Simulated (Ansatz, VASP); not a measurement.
# P: VASP beside Ansatz

File INCAR:

```
SYSTEM = P
AGGAC = 1.0
AGGAX = 1.0
ALDAC = 0.0
ALDAX = 1.0
ALGO = Normal
EDIFF = 1E-6
ENCUT = 520
GGA = B5
ISIF = 2
ISMEAR = -1
LASPH = .TRUE.
LCHARG = .TRUE.
LELF = .TRUE.
LREAL = .FALSE.
LVHAR = .TRUE.
LWAVE = .FALSE.
NBANDS = 8
NELM = 100
PREC = Accurate
SIGMA = 0.1
```

File KPOINTS:

```
k-points
0
G
  14 14 14
  0 0 0
```

Contents of POSCAR:

```
P
1.0
    2.5295140450      0.0000000000      0.0000000000
    0.0000000000      2.5295140450      0.0000000000
    0.0000000000      0.0000000000      2.5295140450
P
1
Direct
    0.0000000000      0.0000000000      0.0000000000
```

Input for Ansatz:

```yaml
crystal:
  lattice:
    - [2.529514045, 0.0, 0.0]
    - [0.0, 2.529514045, 0.0]
    - [0.0, 0.0, 2.529514045]
  atoms:
    - { symbol: P, position: [0.0, 0.0, 0.0] }
hamiltonian:
  xc: blyp
  pseudopotentials:
    kind: paw
    azcp:
      P: "pseudopotentials/P.paw.azcp"
basis:
  ecutwfc: 420
  fft_grid_basis: typed
kpoints:
  mp_grid: { grid: [14, 14, 14], shift: [0, 0, 0] }
magnetization:
  spin_polarized: false
scf:
  occupations: { method: fermi_dirac, width: 0.1 }
  lower_state_search: "off"
output:
  stress: true
```

Alike in both runs: task single point; functional BLYP; k mesh 14 × 14 × 14; occupations fermi-dirac, width 0.1 eV; no spin polarisation.

```csv
,VASP,Ansatz
version,VASP 6.6.1,Ansatz 0.2.0
potentials or method,"VASP PAW PBE potentials, release 64 (P)","plane waves (420 eV) with PAW, scalar-relativistic"
plane-wave cutoff (eV),520,420
valence electrons in the cell,5,5
```

Ansatz gave:

| Quantity | Value |
| --- | --- |
| pressure (GPa) | -0.3 |

Q: What did VASP give for the same quantities?

A: Pressure (GPa): -0.2.

The functional is the same, so the differences come from potentials, cutoffs and numerics.

Caveats: the PAW data sets were made with another functional, which shifts forces and pressure a little (VASP).
